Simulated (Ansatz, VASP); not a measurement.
## Sr in VASP and in Ansatz

Contents of INCAR:

```
ALGO = Fast
EDIFF = 1E-6
ENCUT = 520
GGA = PE
ISIF = 2
ISMEAR = 1
LASPH = True
LCHARG = True
LELF = True
LREAL = False
LVHAR = True
LWAVE = False
NBANDS = 22
NELM = 100
PREC = Accurate
SIGMA = 0.05
```

File KPOINTS:

```
k-points
0
Gamma
  4 4 6
```

Contents of POSCAR:

```
Sr
1.0
    7.0659520000      0.0000000000      0.0000000000
   -3.5329760000      6.1192940000      0.0000000000
    0.0000000000      0.0000000000      3.8166330000
Sr
3
Direct
    0.0000000000      0.6657830000      0.0000000000
    0.3342170000      0.3342170000      0.0000000000
    0.6657830000      0.0000000000      0.0000000000
```

Input for Ansatz:

```yaml
crystal:
  lattice:
    - [7.065952, 0.0, 0.0]
    - [-3.532976, 6.119294, 0.0]
    - [0.0, 0.0, 3.816633]
  atoms:
    - { symbol: Sr, position: [0.0, 0.665783, 0.0] }
    - { symbol: Sr, position: [0.334217, 0.334217, 0.0] }
    - { symbol: Sr, position: [0.665783, 0.0, 0.0] }
kpoints:
  mp_grid:
    grid: [4, 4, 6]
hamiltonian:
  xc: pbe
scf:
  occupations:
    method: cold
    width: 0.05
output:
  forces: true
```

This isn't the form of Sr at room conditions, which is fcc.

Alike in both runs: task single point; functional PBE; k mesh 4 × 4 × 6; no spin polarisation.

```csv
,VASP,Ansatz
version,VASP 6.6.1,Ansatz 0.2.0
potentials or method,"VASP PAW PBE potentials, release 64 (Sr_sv)","plane waves, PAW"
plane-wave cutoff (eV),520,420
occupations,"methfessel-paxton of order 1, width 0.05 eV","cold, width 0.05 eV"
valence electrons in the cell,30,30
```

|  | VASP | Ansatz | Ansatz less VASP |
| --- | --- | --- | --- |
| rms of the force components (eV/Å) | 0.009 | 0.009 | +0.0001 |

Atom by atom the forces differ by 0.000 eV/Å (rms over components).
